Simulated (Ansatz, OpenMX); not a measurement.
This is a calculation of PtS2 for OpenMX 3.8.5. 

Contents of PtS2.dat:

```
System.CurrrentDirectory             ./
System.Name                          PtS2
DATA.PATH                            ./DFT_DATA13
level.of.stdout                      1
level.of.fileout                     1
Species.Number                       2
<Definition.of.Atomic.Species
  Pt  Pt7.0-s3p2d2f1         Pt_PBE13
  S   S7.0-s2p2d1f1          S_PBE13
Definition.of.Atomic.Species>

Atoms.Number                         3
Atoms.SpeciesAndCoordinates.Unit     FRAC
<Atoms.SpeciesAndCoordinates
    1  Pt    0.0000000000    0.0000000000    0.0000000000   8.000  8.000
    2  S     0.6666666667    0.3333333333    0.7730000000   3.000  3.000
    3  S     0.3333333333    0.6666666667    0.2270000000   3.000  3.000
Atoms.SpeciesAndCoordinates>

Atoms.UnitVectors.Unit               Ang
<Atoms.UnitVectors
     3.5432000000    0.0000000000    0.0000000000
    -1.7716000000    3.0685012107    0.0000000000
     0.0000000000    0.0000000000    5.0388000000
Atoms.UnitVectors>

scf.XcType                           GGA-PBE
scf.SpinPolarization                 off
scf.ElectronicTemperature            580.226
scf.energycutoff                     400.0
scf.maxIter                          100
scf.EigenvalueSolver                 band
scf.Kgrid                            9 9 5
scf.Mixing.Type                      rmm-diisk
scf.Init.Mixing.Weight               0.05
scf.Min.Mixing.Weight                0.001
scf.Max.Mixing.Weight                0.3
scf.Mixing.History                   25
scf.Mixing.StartPulay                8
scf.criterion                        1.0e-8
scf.stress.tensor                    on
MD.Type                              nomd
```

Potentials or basis: OpenMX 2013 PBE set, Pt7.0-s3p2d2f1, S7.0-s2p2d1f1, grid cutoff 400 Ry.

Launch:

```console
$ openmx PtS2.dat -nt 1 > PtS2.std
```

Problem. What does the same run look like in Ansatz 0.2.0? Potentials or basis there: Ansatz PAW, cutoff 420 eV.

Solution. As run (cutoffs and basis follow the program's own potentials, and thresholds, step limits or extra output files can differ):

input.yaml

```yaml
crystal:
  lattice:
    - [3.5432, 0.0, 0.0]
    - [-1.7716, 3.0685012107, 0.0]
    - [0.0, 0.0, 5.0388]
  atoms:
    - { symbol: Pt, position: [0.0, 0.0, 0.0] }
    - { symbol: S, position: [0.6666666667, 0.3333333333, 0.773] }
    - { symbol: S, position: [0.3333333333, 0.6666666667, 0.227] }
hamiltonian:
  xc: pbe
  pseudopotentials: { kind: paw }
kpoints:
  mp_grid: { grid: [9, 9, 5] }
scf:
  occupations: { method: fermi_dirac, width: 0.05 }
output:
  forces: true
  stress: true
  eigenvalues: true
```

Potentials or basis: Ansatz PAW.

Run with:

```bash
$ ansatz run input.yaml --threads 1 --pin off --max-ram 3584MiB --backend cpu --events-out ev --progress --plain --runs-dir out
```

Both were run:

|  | OpenMX | Ansatz |
| --- | --- | --- |
| Pressure | 14.5 GPa | 11.6 GPa |
| Largest force | 1.620 eV/Å | 1.257 eV/Å |

Ansatz's pressure holds a Pulay term of +0.03 GPa for its cutoff of 420 eV, which the other run lacks.

The potentials hold 28 and 30 valence electrons a cell.

Where Ansatz's input types no cutoff or centring, it takes its own default and a Γ-centred mesh.

The cell lies far from this level's equilibrium.

Pressure is positive in compression.
